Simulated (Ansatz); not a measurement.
# Where H_i (antibonding, by Se) puts its levels in the gap of CdSe (P6_3mc)

Aim: at which Fermi levels does H_i (antibonding, by Se) in CdSe (P6_3mc) change its charge? The model is a cell of 72 host atoms with 1 H put in.

Program: Ansatz 0.2.0. Level of theory: place-levels on r2SCAN runs: charge-transition levels and formation energies with image-charge correction and potential alignment at the atomic sites; PAW set soft_1. Results are calculated unless marked as measured.

Report form: the programs' logs are mostly left out.

### Step 1. Starting point

The cell holds 73 atoms: 36 Cd, 36 Se and 1 H. Its edges and angles: a = 13.023 Å, b = 13.023 Å, c = 14.159 Å, α = 90.0°, β = 90.0°, γ = 120.0°. It derives from CdSe (space group P6_3mc). Nearest the centre at fractional (0.618, 0.569, 0.403): H73 at 0.00 Å, Se36 at 1.49 Å, Cd37 at 2.57 Å, Cd61 at 2.57 Å, Cd34 at 2.58 Å, Se44 at 3.24 Å, Se68 at 3.24 Å, Se35 at 3.74 Å.

Screening for the image-charge correction: ε∞ = (8.02, 8.02, 8.09), ε0 = (11.43, 11.43, 12.09), computed on the host (DFPT, PBEsol, on the r2SCAN cell), and a cell off the functional's own equilibrium shifts the ionic part.

The cell's shortest repeat is 13.0 Å.

### Step 2. What was run first

Levels follow from differences of total energies between charge states, each relaxed by itself.

Random displacements of about 0.05 Å break the site symmetry at the start, so that the relaxation can reach a distorted minimum if there is one. Forces are taken at one point at (¼, ¼, ¼). The cell holds 1 electron more than the neutral one, with a uniform background that keeps it neutral on the whole.

The sampling was tested on the host first: at the k-points planned (1x1x1 shifted 0.25 0.25 0.25) its energy lies -0.014 eV an atom from the dense-mesh value, under the bound of 0.02 eV set for this test; that bounds the host's error, not the defect's.

One state's input; the others differ in charge, spin, start and seed, and in occupations where the table says so.

File qm1.relax/input.yaml:

```yaml
crystal:
  lattice:
    - [13.02269577, 0.0, 0.0]
    - [-6.51134789, 11.27798537, 0.0]
    - [0.0, 0.0, 14.15932736]
  atoms:
    - { symbol: Cd, position: [0.11111111, 0.22222222, 2.861e-05] }
    - { symbol: Cd, position: [0.22222222, 0.11111111, 0.25002861] }
[... 7 atom lines left out ...]
    - { symbol: Cd, position: [0.22222222, 0.44444444, 0.25002861] }
[... 1 atom line left out ...]
    - { symbol: Se, position: [0.22222222, 0.44444444, 0.43797139] }
[... 14 atom lines left out ...]
    - { symbol: Se, position: [0.44444444, 0.22222222, 0.18797139] }
[... 1 atom line left out ...]
    - { symbol: Cd, position: [0.44444444, 0.22222222, 0.50002861] }
[... 4 atom lines left out ...]
    - { symbol: Cd, position: [0.55555556, 0.44444444, 0.25002861] }
    - { symbol: Se, position: [0.44444444, 0.55555556, 0.18797139] }
    - { symbol: Se, position: [0.55555556, 0.44444444, 0.43797139] }
    - { symbol: Cd, position: [0.44444444, 0.55555556, 0.50002861] }
[... 1 atom line left out ...]
    - { symbol: Se, position: [0.44444444, 0.55555556, 0.68797139] }
[... 2 atom lines left out ...]
    - { symbol: Cd, position: [0.55555556, 0.77777778, 0.25002861] }
[... 1 atom line left out ...]
    - { symbol: Se, position: [0.55555556, 0.77777778, 0.43797139] }
[... 14 atom lines left out ...]
    - { symbol: Se, position: [0.77777778, 0.55555556, 0.18797139] }
    - { symbol: Se, position: [0.88888889, 0.44444444, 0.43797139] }
    - { symbol: Cd, position: [0.77777778, 0.55555556, 0.50002861] }
[... 1 atom line left out ...]
    - { symbol: Se, position: [0.77777778, 0.55555556, 0.68797139] }
[... 2 atom lines left out ...]
    - { symbol: Cd, position: [0.88888889, 0.77777778, 0.25002861] }
    - { symbol: Se, position: [0.77777778, 0.88888889, 0.18797139] }
    - { symbol: Se, position: [0.88888889, 0.77777778, 0.43797139] }
    - { symbol: Cd, position: [0.77777778, 0.88888889, 0.50002861] }
[... 3 atom lines left out ...]
    - { symbol: H, position: [0.618019, 0.569372, 0.403009] }
  host:
    repeats: [3, 3, 2]
    atoms:
      - { symbol: Cd, position: [0.33333333, 0.66666667, 5.722e-05] }
      - { symbol: Cd, position: [0.66666667, 0.33333333, 0.50005722] }
      - { symbol: Se, position: [0.33333333, 0.66666667, 0.37594278] }
      - { symbol: Se, position: [0.66666667, 0.33333333, 0.87594278] }
total_charge: -1
basis:
  ecutwfc: 500
  xc_grid: 2
hamiltonian:
  xc: r2scan
  pseudopotentials: { kind: paw, azcp: { folder: soft_1 } }
kpoints:
  mp_grid: { grid: [1, 1, 1], shift: [0.25, 0.25, 0.25] }
scf:
  occupations: { method: fixed }
  max_iter: 60
output:
  forces: true
  charged_corrections:
    epsilon: [8.02, 8.02, 8.09]
    static_epsilon: [11.43, 11.43, 12.09]
    defect_position: [0.618019, 0.569372, 0.403009]
relax:
  f_tol: 0.02
  max_steps: 80
  random_displacement: { amplitude: 0.05, seed: 2561 }
checkpoint:
  write: "../qm1.relax.run"
  compress: false
  write_wavefunctions: true
  write_every: 100000
```

On the command line:

```sh
$ ansatz run input.yaml --threads 6 --pin off --max-ram 37683MiB --backend cuda --events-out ev --progress --plain --runs-dir out
```

The relaxed structure is kept and the sampling changed to a 2×2×2 shifted mesh.

The run of this state that the levels use, under r2SCAN:

File qm1.point/input.yaml:

```yaml
crystal:
  checkpoint: "../qm1.relax.run"
  host: checkpoint
total_charge: -1
basis:
  ecutwfc: 500
  xc_grid: 2
hamiltonian:
  xc: r2scan
  pseudopotentials: { kind: paw, azcp: { folder: soft_1 } }
kpoints:
  mp_grid: { grid: [2, 2, 2], shift: [0.5, 0.5, 0.5] }
scf:
  occupations: { method: fermi_dirac, width: 0.01 }
  max_iter: 60
output:
  forces: true
  eigenvalues: true
  charged_corrections:
    epsilon: [8.02, 8.02, 8.09]
    static_epsilon: [11.43, 11.43, 12.09]
    defect_position: [0.618019, 0.569372, 0.403009]
  eigenstates: { localisation: true }
  populations: true
  band_densities: [{ bands: [v1, v1] }, { bands: [c1, c1] }]
  write_density: true
  write_potential: true
  volumetric_format: npy
  elf: true
checkpoint:
  read: "../qm1.relax.run"
  write: "../qm1.point.run"
  compress: false
  write_wavefunctions: false
  write_every: 100000
```

Relaxations under r2SCAN at one point at (¼, ¼, ¼); times on 1 × NVIDIA H100 80GB HBM3 with 6 threads of AMD EPYC 7R13 (Zen 3), shared host:

```csv
charge,moment (μB),occupations,outcome,steps,largest displacement against the far atoms (Å),time
−1,0,fixed,converged,19,1.24,84 s
0,1,fixed,converged,9,0.69,67 s
+1,0,fixed,converged,8,0.59,32 s
```

Single points under r2SCAN at a 2×2×2 shifted mesh; times on 1 × NVIDIA H100 80GB HBM3 with 6 threads of AMD EPYC 7R13 (Zen 3), shared host:

```
charge  moment (μB)  occupations    outcome  time
    −1            0  fermi-dirac  converged  33 s
     0            1  fermi-dirac  converged  72 s
    +1            0  fermi-dirac  converged  33 s
```

Distances (Å) from H73 to the nearest atoms after relaxation with r2SCAN:

```
charge  moment (μB)       1.       2.       3.       4.       5.       6.
    −1            0  Se 1.50  Cd 2.76  Se 2.85  Cd 2.94  Cd 3.10  Cd 3.10
     0            1  Se 1.56  Cd 2.84  Cd 2.99  Se 3.02  Cd 3.05  Se 3.13
    +1            0  Se 1.47  Cd 2.85  Cd 2.87  Cd 2.88  Se 3.02  Se 3.08
```

### Step 3. place-levels, r2SCAN

A charged cell interacts with its images and the background, and its potential has another zero than the host's. place-levels removes the first by a point-charge model, screened by the static dielectric constant since the ions have relaxed around the charge, and the second by comparing potentials at atoms far from the defect.

The host is a run of the defect-free crystal in the same cutoffs, grids and k-points, so that basis and sampling errors cancel in part in the differences. The host is run in a cell of 4 atoms on a matching mesh. Its band edges are searched through the zone by a band path, so the gap is smaller than, or equal to, that on the mesh. Chemical potentials are energies per atom of H (H2 molecule), run with the same functional and cutoff.

File levels.point.yaml:

```yaml
host:
  run: host.point.run
states: [qm1.point.run, q0_M1.point.run, qp1.point.run]
geometry_from:
  qm1.point.run: qm1.relax.run
  q0_M1.point.run: q0_M1.relax.run
  qp1.point.run: qp1.relax.run
  host.point.run: host.relax.run
chemical_potentials:
  H:
    energy: -15.945394
    dataset: "<sha256 of the dataset>"
epsilon: [8.02, 8.02, 8.09]
static_epsilon: [11.43, 11.43, 12.09]
vertical:
  - { from: qm1.point.run, to: qm1.point_neutral.run }
  - { from: qp1.point.run, to: qp1.point_neutral.run }
```

On the command line:

```sh
$ ansatz place-levels levels.point.yaml -- --threads 6 --pin off --max-ram 37683MiB
```

The job ended after 0.38 s (6 threads of AMD EPYC 7R13 (Zen 3), shared host).

Under r2SCAN the gap is 1.10 eV, (+1/0) 1.63 (outside the gap) (with band filling), (0/−1) 2.18 (outside the gap) (with band filling) eV.

Levels between the charges placed, in eV above the valence top:

```
        gap (eV)  (+1/0)  (0/−1)
r2SCAN      1.10    1.63    2.18
```

Corrections by state:

| charge | moment (μB) | image terms and alignment (eV) | band filling (eV) | ε used | over the lowest of its charge, as the program ranks them, band filling apart (eV) |
| --- | --- | --- | --- | --- | --- |
| +1 | 0.0 | 0.148 | - | principal values (11.43, 11.43, 12.09) | 0.000 |
| 0 | 1.0 | 0.000 | -0.327 | - | 0.000 |
| −1 | 0.0 | 0.115 | - | principal values (11.43, 11.43, 12.09) | 0.000 |

The charged structures listed were also run neutral, and place-levels reads from each pair, by the potential or the spins, how wide the charge is by which they differ; that can be the carrier of either run.

```csv
charge,rms radius (Å),spread where it is widest against the cell (Å),wide from (Å),reading
+1,7.8,4.40,1.95,wide
−1,2.0,1.74,1.95,narrow
```

The neutral runs of these pairs need not share the spin of the lowest neutral state, and very wide values only mean spread over the cell.

From the program's caveats on the states, each cut to its opening words:

- charge +1: how wide its charge is, is not read beside other atoms or cores, and a band state would take no correction
- charge 0 (1 μB): a band-filling correction moves a carrier to the host's band edge, which changes its energy by -0.327 eV
- charge 0 (1 μB): its displacements don't fall off away from the defect: farther atoms stand 0.016 Å off the host's places
- charge 0 (1 μB): flagged: stability check not made
- charge −1: its displacements don't fall off away from the defect: farther atoms stand 0.041 Å off the host's places

Formation energies (eV), elemental references (Δμ(H) = 0.00 eV):

| charge | Fermi level at the valence top | at the conduction bottom |
| --- | --- | --- |
| +1 | 0.20 | 1.29 |
| 0 | 1.83 | 1.83 |
| −1 | 4.01 | 2.91 |

### Step 4. Effect of the sampling

The relaxations' own energies give the levels at their sampling, for comparison.

File levels.relax_mesh.yaml:

```yaml
host:
  run: host.relax.run
states: [qm1.relax.run, q0_M1.relax.run, qp1.relax.run]
chemical_potentials:
  H:
    energy: -15.945394
    dataset: "<sha256 of the dataset>"
```

On the command line:

```sh
$ ansatz place-levels levels.relax_mesh.yaml -- --threads 6 --pin off --max-ram 37683MiB
```

Elapsed: 0.12 s, on 6 threads.

Levels between neighbouring charges, in eV above the valence top:

|  | gap (eV) | (+1/0) | (0/−1) |
| --- | --- | --- | --- |
| one point at (¼, ¼, ¼) | 1.10 | 1.60 | 2.28 |
| a 2×2×2 shifted mesh | 1.10 | 1.63 | 2.18 |

Going from one point at (¼, ¼, ¼) to a 2×2×2 shifted mesh moves formation energies against the elements by up to 0.08 eV; band-filling terms, which differ between samplings, are in these energies.

### Step 5. Placing the levels, PBEsol

PBEsol on the same structure is run to see how far the result rests on the functional, though not on the errors that semilocal functionals share; the sampling changes too, to one point at (¼, ¼, ¼), so differences hold both changes.

File qm1.pbesol/input.yaml:

```yaml
crystal:
  checkpoint: "../qm1.relax.run"
  host: checkpoint
total_charge: -1
basis:
  ecutwfc: 420
  xc_grid: 2
hamiltonian:
  xc: pbesol
  pseudopotentials: { kind: paw, azcp: { folder: soft_1 }, xc_functional: pbe }
kpoints:
  mp_grid: { grid: [1, 1, 1], shift: [0.25, 0.25, 0.25] }
scf:
  occupations: { method: fermi_dirac, width: 0.01 }
  max_iter: 60
output:
  forces: true
  eigenvalues: true
  charged_corrections:
    epsilon: [8.02, 8.02, 8.09]
    static_epsilon: [11.43, 11.43, 12.09]
    defect_position: [0.618019, 0.569372, 0.403009]
  eigenstates: { localisation: true }
  populations: true
  band_densities: [{ bands: [v1, v1] }, { bands: [c1, c1] }]
  write_density: true
  write_potential: true
  volumetric_format: npy
  elf: true
checkpoint:
  write: "../qm1.pbesol.run"
  compress: false
  write_wavefunctions: false
  write_every: 100000
```

The job ended after 12 s (1 × NVIDIA H100 80GB HBM3 with 6 threads; peak memory 2.1 GiB; 27 s of CPU time).

File levels.pbesol.yaml:

```yaml
host:
  run: host.pbesol.run
states: [qm1.pbesol.run, q0_M1.pbesol.run, qp1.pbesol.run]
geometry_from:
  qm1.pbesol.run: qm1.relax.run
  q0_M1.pbesol.run: q0_M1.relax.run
  qp1.pbesol.run: qp1.relax.run
  host.pbesol.run: host.relax.run
chemical_potentials:
  H:
    energy: -15.609228
    dataset: "<sha256 of the dataset>"
```

On the command line:

```sh
$ ansatz place-levels levels.pbesol.yaml -- --threads 6 --pin off --max-ram 37683MiB
```

Run time: 0.24 s. Hardware: 6 threads.

Under PBEsol the gap is 0.49 eV, (+1/0) 0.91 (outside the gap) (with band filling), (0/−1) 1.86 (outside the gap) (with band filling) eV.

### Step 6. The ladder

Levels between neighbouring charges, in eV above each run's own valence top:

|  | gap (eV) | (+1/0) | (0/−1) | GPU time a state at this stage (restarts are quicker than cold starts) |
| --- | --- | --- | --- | --- |
| r2SCAN, 2×2×2 shifted mesh | 1.10 | 1.63 | 2.18 | 46 s |
| PBEsol on r2SCAN structures, (¼, ¼, ¼) | 0.49 | 0.91 | 1.86 | 14 s |

### Step 7. Results

```json
{
 "gap of the host": "1.10 eV (r2SCAN)",
 "level (plus 1/0)": "1.63 eV above the valence top, past the conduction bottom (1.96 eV above the valence top without the band-filling term)",
 "level (0/minus 1)": "2.18 eV above the valence top, past the conduction bottom (1.85 eV above the valence top without the band-filling term)",
 "lowest of the charges placed, just above the valence top (0.02 eV)": "+1",
 "lowest of the charges placed, just below the conduction bottom (0.02 eV)": "+1",
 "lowest formation energy at mid-gap of the charges run, elemental references": "0.75 eV"
}
```

In words: Of the charges placed (−1, 0 and +1), +1 is the lowest from 0.02 eV above the valence top to 0.02 eV below the conduction bottom, a gap of 1.10 eV. Charges above +1 were not placed, so these runs say nothing of levels that involve them. States placed: +1 at 0 μB; 0 at 1 μB; −1 at 0 μB. Other spin states or structures, where not listed, weren't placed. The program finds carriers beyond a band edge of the host and adds a band-filling term at charge 0 (-0.33 eV); steps to such a charge show no bound level, and a defect level inside a band would be read the same way. At charge −1 the atom put in ends up to 1.2 Å from its starting place, so the name tells the start alone and the levels can join different sites. H is taken at its element; compounds, which aren't counted here, bound the chemical potentials and would shift these formation energies. Going from one point at (¼, ¼, ¼) to a 2×2×2 shifted mesh moves formation energies against the elements by up to 0.08 eV; band-filling terms, which differ between samplings, are in these energies. What this leaves open: r2SCAN makes the gap too small and tends to spread out bound carriers; spin–orbit coupling, which can matter with heavy atoms, is left out; force components of up to 0.14 eV/Å remain in a run at the final settings.

[Logs are printed without paths, hosts, clocks, repeated set-up lines and the standing remarks that a program may print on its own settings, such as how far it seeks lower states.]

[Hosts, paths, dates, database ids (printed as entryN), source tags and the programs' standing remarks are cut or masked in the printed files.]

[Where a table of states has a column of steps, it counts the stored structures, which are thinned; the runs took as many ionic steps or more.]

[A defect's name tells the site on which it was built; relaxed atoms can leave that site.]

[For some hosts the program warned that the k-mesh of the response run may be too coarse for force constants and the static dielectric constant; such warnings are not shown here.]
